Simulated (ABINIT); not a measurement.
# HgTe (Fm-3m) in ABINIT: equation of state

How stiff is HgTe in PBE, and what volume does it want? The cell is scaled to several volumes.

Program: ABINIT 10.8.3 (patched build). These are calculated values, not measurements. Logs are shortened: lines on timing, memory, paths and dates and some standing lists are left out, and cuts for length are marked. The log counts tension as positive stress, the text compression.

**1. Starting point**

The structure is cubic, space group Fm-3m (No. 225). The conventional cell has a = 6.360 Å, b = 6.360 Å, c = 6.360 Å, α = 90.00°, β = 90.00°, γ = 90.00°. Hg (site symmetry m-3m) is surrounded by 6 Te at 3.18 Å. Te (site symmetry m-3m) has 6 Hg at 3.18 Å as nearest neighbours.

Measurements of this composition are mostly on another form, of space group No. 216.

**2. Equation of state, PBE**

The input, run.abi:

```
ndtset 7
getwfk -1
scalecart1 3*0.9795861087
scalecart2 3*0.9864848297
scalecart3 3*0.9932883884
scalecart4 3*1.0000000000
scalecart5 3*1.0066227096
scalecart6 3*1.0131594038
scalecart7 3*1.0196128224

pp_dirpath "./"
pseudos "Hg.GGA_PBE-JTH.xml, Te.GGA_PBE-JTH.xml"

acell 3*1.0 Angstrom
rprim
     0.0000000000     3.1800000000     3.1800000000
     3.1800000000     0.0000000000     3.1800000000
     3.1800000000     3.1800000000     0.0000000000
ntypat 2
znucl 80 52
natom 2
typat 1 2
xred
     0.0000000000     0.0000000000     0.0000000000
     0.5000000000     0.5000000000     0.5000000000

ecut 517.016339 eV
pawecutdg 38.0

kptopt 1
ngkpt 7 7 7
nshiftk 1
shiftk 0.0 0.0 0.0

ixc 11

nband 13
occopt 3
tsmear 0.00183747

nstep 100
tolvrs 1.0e-9

iomode 3
prtwf 1
prtden 0
prteig 0
prtebands 0
enunit 1
```

Potentials or basis: JTH PAW PBE v2.0.

Launch:

```console
$ abinit run.abi > log 2>&1
```

run.abo:

```text
.Version 10.8.3 of ABINIT
 DATASET    1 : space group Fm -3 m (#225); Bravais cF (face-center cubic)
================================================================================
 Values of the parameters that define the memory need for DATASET  1.
     intxc =       0    ionmov =       0      iscf =      17    lmnmax =      18
     lnmax =       6     mgfft =      36  mpssoang =       3    mqgrid =    3001
     natom =       2  nloc_mem =       2    nspden =       1   nspinor =       1
    nsppol =       1      nsym =      48    n1xccc =       1    ntypat =       2
    occopt =       3   xclevel =       2
       mpw =        1631          nfft =       46656          nkpt =          20
 PAW method is used; the additional fine FFT grid is defined by:
   mgfftf=        48    nfftf =    110592
================================================================================
================================================================================
[... 71 lines left out ...]
 DATASET    7 : space group Fm -3 m (#225); Bravais cF (face-center cubic)
================================================================================
 Values of the parameters that define the memory need for DATASET  7.
     intxc =       0    ionmov =       0      iscf =      17    lmnmax =      18
     lnmax =       6     mgfft =      36  mpssoang =       3    mqgrid =    3001
     natom =       2  nloc_mem =       2    nspden =       1   nspinor =       1
    nsppol =       1      nsym =      48    n1xccc =       1    ntypat =       2
    occopt =       3   xclevel =       2
       mpw =        1841          nfft =       46656          nkpt =          20
 PAW method is used; the additional fine FFT grid is defined by:
   mgfftf=        50    nfftf =    125000
================================================================================
================================================================================

--------------------------------------------------------------------------------
------------- Echo of variables that govern the present computation ------------
--------------------------------------------------------------------------------
 -outvars: echo values of preprocessed input variables --------
            acell      1.8897261259E+00  1.8897261259E+00  1.8897261259E+00 Bohr
              amu      2.00590000E+02  1.27600000E+02
             ecut      1.90000000E+01 Hartree
           enunit           1
           getwfk          -1
              ixc          11
           jdtset        1    2    3    4    5    6    7
         kptrlatt        7    0    0      0    7    0      0    0    7
          kptrlen1     5.82749142E+01
          kptrlen2     5.86853145E+01
          kptrlen3     5.90900536E+01
          kptrlen4     5.94893228E+01
          kptrlen5     5.98833033E+01
          kptrlen6     6.02721668E+01
          kptrlen7     6.06560763E+01
            natom           2
            nband          13
           ndtset           7
            ngfft          36      36      36
          ngfftdg1         48      48      48
          ngfftdg2         48      48      48
          ngfftdg3         48      48      48
          ngfftdg4         48      48      48
          ngfftdg5         48      48      48
          ngfftdg6         48      48      48
          ngfftdg7         50      50      50
             nkpt          20
            nstep         100
             nsym          48
           ntypat           2
           occopt           3
        pawecutdg      3.80000000E+01 Hartree
         pawxcdev           0
           prtden           0
        prtebands           0
           prteig           0
            rprim1     0.0000000000E+00  3.1150838257E+00  3.1150838257E+00
                       3.1150838257E+00  0.0000000000E+00  3.1150838257E+00
                       3.1150838257E+00  3.1150838257E+00  0.0000000000E+00
            rprim2     0.0000000000E+00  3.1370217584E+00  3.1370217584E+00
                       3.1370217584E+00  0.0000000000E+00  3.1370217584E+00
                       3.1370217584E+00  3.1370217584E+00  0.0000000000E+00
            rprim3     0.0000000000E+00  3.1586570751E+00  3.1586570751E+00
                       3.1586570751E+00  0.0000000000E+00  3.1586570751E+00
                       3.1586570751E+00  3.1586570751E+00  0.0000000000E+00
            rprim4     0.0000000000E+00  3.1800000000E+00  3.1800000000E+00
                       3.1800000000E+00  0.0000000000E+00  3.1800000000E+00
                       3.1800000000E+00  3.1800000000E+00  0.0000000000E+00
            rprim5     0.0000000000E+00  3.2010602165E+00  3.2010602165E+00
                       3.2010602165E+00  0.0000000000E+00  3.2010602165E+00
                       3.2010602165E+00  3.2010602165E+00  0.0000000000E+00
            rprim6     0.0000000000E+00  3.2218469041E+00  3.2218469041E+00
                       3.2218469041E+00  0.0000000000E+00  3.2218469041E+00
                       3.2218469041E+00  3.2218469041E+00  0.0000000000E+00
            rprim7     0.0000000000E+00  3.2423687752E+00  3.2423687752E+00
                       3.2423687752E+00  0.0000000000E+00  3.2423687752E+00
                       3.2423687752E+00  3.2423687752E+00  0.0000000000E+00
          spgroup         225
           tolvrs      1.00000000E-09
           tsmear      1.83747000E-03 Hartree
            typat      1  2
           useylm           1
           xangst1     0.0000000000E+00  0.0000000000E+00  0.0000000000E+00
                       3.1150838257E+00  3.1150838257E+00  3.1150838257E+00
           xangst2     0.0000000000E+00  0.0000000000E+00  0.0000000000E+00
                       3.1370217584E+00  3.1370217584E+00  3.1370217584E+00
           xangst3     0.0000000000E+00  0.0000000000E+00  0.0000000000E+00
                       3.1586570751E+00  3.1586570751E+00  3.1586570751E+00
           xangst4     0.0000000000E+00  0.0000000000E+00  0.0000000000E+00
                       3.1800000000E+00  3.1800000000E+00  3.1800000000E+00
           xangst5     0.0000000000E+00  0.0000000000E+00  0.0000000000E+00
                       3.2010602165E+00  3.2010602165E+00  3.2010602165E+00
           xangst6     0.0000000000E+00  0.0000000000E+00  0.0000000000E+00
                       3.2218469041E+00  3.2218469041E+00  3.2218469041E+00
           xangst7     0.0000000000E+00  0.0000000000E+00  0.0000000000E+00
                       3.2423687752E+00  3.2423687752E+00  3.2423687752E+00
            xcart1     0.0000000000E+00  0.0000000000E+00  0.0000000000E+00
                       5.8866552898E+00  5.8866552898E+00  5.8866552898E+00
            xcart2     0.0000000000E+00  0.0000000000E+00  0.0000000000E+00
                       5.9281119745E+00  5.9281119745E+00  5.9281119745E+00
            xcart3     0.0000000000E+00  0.0000000000E+00  0.0000000000E+00
                       5.9689967976E+00  5.9689967976E+00  5.9689967976E+00
            xcart4     0.0000000000E+00  0.0000000000E+00  0.0000000000E+00
                       6.0093290804E+00  6.0093290804E+00  6.0093290804E+00
            xcart5     0.0000000000E+00  0.0000000000E+00  0.0000000000E+00
                       6.0491271218E+00  6.0491271218E+00  6.0491271218E+00
            xcart6     0.0000000000E+00  0.0000000000E+00  0.0000000000E+00
                       6.0884082683E+00  6.0884082683E+00  6.0884082683E+00
            xcart7     0.0000000000E+00  0.0000000000E+00  0.0000000000E+00
                       6.1271889844E+00  6.1271889844E+00  6.1271889844E+00
             xred      0.0000000000E+00  0.0000000000E+00  0.0000000000E+00
                       5.0000000000E-01  5.0000000000E-01  5.0000000000E-01
            znucl       80.00000   52.00000

================================================================================

 chkinp: Checking input parameters for consistency, jdtset=   1.

 chkinp: Checking input parameters for consistency, jdtset=   2.

 chkinp: Checking input parameters for consistency, jdtset=   3.

 chkinp: Checking input parameters for consistency, jdtset=   4.
[... 22 lines left out ...]
 Real(R)+Recip(G) space primitive vectors, cartesian coordinates (Bohr,Bohr^-1):
 R(1)=  0.0000000  5.8866553  5.8866553  G(1)= -0.0849379  0.0849379  0.0849379
 R(2)=  5.8866553  0.0000000  5.8866553  G(2)=  0.0849379 -0.0849379  0.0849379
 R(3)=  5.8866553  5.8866553  0.0000000  G(3)=  0.0849379  0.0849379 -0.0849379
 Unit cell volume ucvol=  4.0797712E+02 bohr^3
 Angles (23,13,12)=  6.00000000E+01  6.00000000E+01  6.00000000E+01 degrees

 Coarse grid specifications (used for wave-functions):

 getcut: wavevector=  0.0000  0.0000  0.0000  ngfft=  36  36  36
         ecut(hartree)=     19.000   => boxcut(ratio)=   2.20382

 getcut : COMMENT -
  Note that boxcut > 2.2 ; recall that boxcut=Gcut(box)/Gcut(sphere) = 2
  is sufficient for exact treatment of convolution.
  Such a large boxcut is a waste : you could raise ecut
  e.g. ecut=   23.069998 Hartrees makes boxcut=2

 Fine grid specifications (used for densities):

 getcut: wavevector=  0.0000  0.0000  0.0000  ngfft=  48  48  48
         ecut(hartree)=     38.000   => boxcut(ratio)=   2.07779

--- Pseudopotential description ------------------------------------------------
- pspini: atom type   1  psp file is ./Hg.GGA_PBE-JTH.xml
 Pseudopotential format is: paw10
 basis_size (lnmax)=  6 (lmn_size= 18), orbitals=   0   0   1   1   2   2
 Spheres core radius: rc_sph= 2.40020299
 Shapefunction is SIN type: shapef(r)=[sin(pi*r/rshp)/(pi*r/rshp)]**2
 Radius for shape functions =  2.25617906
 Compensation charge density is not taken into account in XC energy/potential

- pspini: atom type   2  psp file is ./Te.GGA_PBE-JTH.xml
 Pseudopotential format is: paw10
 basis_size (lnmax)=  4 (lmn_size=  8), orbitals=   0   0   1   1
 Spheres core radius: rc_sph= 2.31107438
 Shapefunction is SIN type: shapef(r)=[sin(pi*r/rshp)/(pi*r/rshp)]**2
 Radius for shape functions =  2.10488624
 Compensation charge density is not taken into account in XC energy/potential

   2.75286751E+03                                ecore*ucvol(ha*bohr**3)
--------------------------------------------------------------------------------

[... 7 lines left out ...]

     iter   Etot(hartree)      deltaE(h)  residm     nres2
 ETOT  1  -50.433068728947    -5.043E+01 4.974E-02 8.204E+00
 ETOT  2  -50.592465988454    -1.594E-01 4.961E-03 1.028E+01
 ETOT  3  -50.550090262631     4.238E-02 1.772E-03 3.445E+00
 ETOT  4  -50.542131088327     7.959E-03 5.528E-04 1.970E-01
 ETOT  5  -50.542715582035    -5.845E-04 2.240E-04 7.261E-02
 ETOT  6  -50.542866182333    -1.506E-04 1.415E-04 8.623E-02
 ETOT  7  -50.542644306409     2.219E-04 6.679E-05 1.091E-02
 ETOT  8  -50.542678760060    -3.445E-05 5.558E-05 3.157E-03
 ETOT  9  -50.542681761265    -3.001E-06 3.912E-05 2.365E-03
 ETOT 10  -50.542685370810    -3.610E-06 2.176E-05 2.566E-03
[... 1227 lines left out ...]
 Cartesian components of stress tensor (hartree/bohr^3)
  sigma(1 1)=  1.66997577E-04  sigma(3 2)=  0.00000000E+00
  sigma(2 2)=  1.66997577E-04  sigma(3 1)=  0.00000000E+00
  sigma(3 3)=  1.66997577E-04  sigma(2 1)=  0.00000000E+00

-Cartesian components of stress tensor (GPa)         [Pressure= -4.9132E+00 GPa]
- sigma(1 1)=  4.91323834E+00  sigma(3 2)=  0.00000000E+00
- sigma(2 2)=  4.91323834E+00  sigma(3 1)=  0.00000000E+00
- sigma(3 3)=  4.91323834E+00  sigma(2 1)=  0.00000000E+00

== END DATASET(S) ==============================================================
================================================================================

 -outvars: echo values of variables after computation  --------
            acell      1.8897261259E+00  1.8897261259E+00  1.8897261259E+00 Bohr
           etotal1    -5.0542680143E+01
           etotal2    -5.0542034946E+01
           etotal3    -5.0541189092E+01
           etotal4    -5.0540174948E+01
           etotal5    -5.0539012057E+01
           etotal6    -5.0537722722E+01
           etotal7    -5.0536331561E+01
            fcart1    -0.0000000000E+00 -0.0000000000E+00 -0.0000000000E+00
                      -0.0000000000E+00 -0.0000000000E+00 -0.0000000000E+00
            fcart2    -0.0000000000E+00 -0.0000000000E+00 -0.0000000000E+00
                      -0.0000000000E+00 -0.0000000000E+00 -0.0000000000E+00
            fcart3    -0.0000000000E+00 -0.0000000000E+00 -0.0000000000E+00
                      -0.0000000000E+00 -0.0000000000E+00 -0.0000000000E+00
            fcart4    -0.0000000000E+00 -0.0000000000E+00 -0.0000000000E+00
                      -0.0000000000E+00 -0.0000000000E+00 -0.0000000000E+00
            fcart5    -0.0000000000E+00 -0.0000000000E+00 -0.0000000000E+00
                      -0.0000000000E+00 -0.0000000000E+00 -0.0000000000E+00
            fcart6    -0.0000000000E+00 -0.0000000000E+00 -0.0000000000E+00
                      -0.0000000000E+00 -0.0000000000E+00 -0.0000000000E+00
            fcart7    -0.0000000000E+00 -0.0000000000E+00 -0.0000000000E+00
                      -0.0000000000E+00 -0.0000000000E+00 -0.0000000000E+00
            rprim1     0.0000000000E+00  3.1150838257E+00  3.1150838257E+00
[... 30 lines left out ...]
           strten6     1.5584500920E-04  1.5584500920E-04  1.5584500920E-04
                       0.0000000000E+00  0.0000000000E+00  0.0000000000E+00
           strten7     1.6699757676E-04  1.6699757676E-04  1.6699757676E-04
                       0.0000000000E+00  0.0000000000E+00  0.0000000000E+00
           xangst1     0.0000000000E+00  0.0000000000E+00  0.0000000000E+00
                       3.1150838257E+00  3.1150838257E+00  3.1150838257E+00
           xangst2     0.0000000000E+00  0.0000000000E+00  0.0000000000E+00
                       3.1370217584E+00  3.1370217584E+00  3.1370217584E+00
           xangst3     0.0000000000E+00  0.0000000000E+00  0.0000000000E+00
                       3.1586570751E+00  3.1586570751E+00  3.1586570751E+00
           xangst4     0.0000000000E+00  0.0000000000E+00  0.0000000000E+00
                       3.1800000000E+00  3.1800000000E+00  3.1800000000E+00
           xangst5     0.0000000000E+00  0.0000000000E+00  0.0000000000E+00
                       3.2010602165E+00  3.2010602165E+00  3.2010602165E+00
           xangst6     0.0000000000E+00  0.0000000000E+00  0.0000000000E+00
                       3.2218469041E+00  3.2218469041E+00  3.2218469041E+00
           xangst7     0.0000000000E+00  0.0000000000E+00  0.0000000000E+00
                       3.2423687752E+00  3.2423687752E+00  3.2423687752E+00
             xred      0.0000000000E+00  0.0000000000E+00  0.0000000000E+00
                       5.0000000000E-01  5.0000000000E-01  5.0000000000E-01
 Calculation completed.
```

It took 2.5 min on 1 thread of Arm Neoverse V1, shared host; peak memory 0.16 GiB.

What came out:

```
Equilibrium volume : 28.95 Å³/atom (rough: see the caveat)
Bulk modulus       : 48 GPa (rough)
```

Energy against volume, from the lowest point:
```
volume (Å³/atom)  energy (meV/atom)
          30.228               0.00
          30.871               8.78
          31.514              20.29
          32.157              34.08
          32.801              49.91
          33.444              67.45
          34.087              86.38
```

Caveat: pressures at fixed basis lie under the slope of the energies; the minimum lies outside the volumes run.
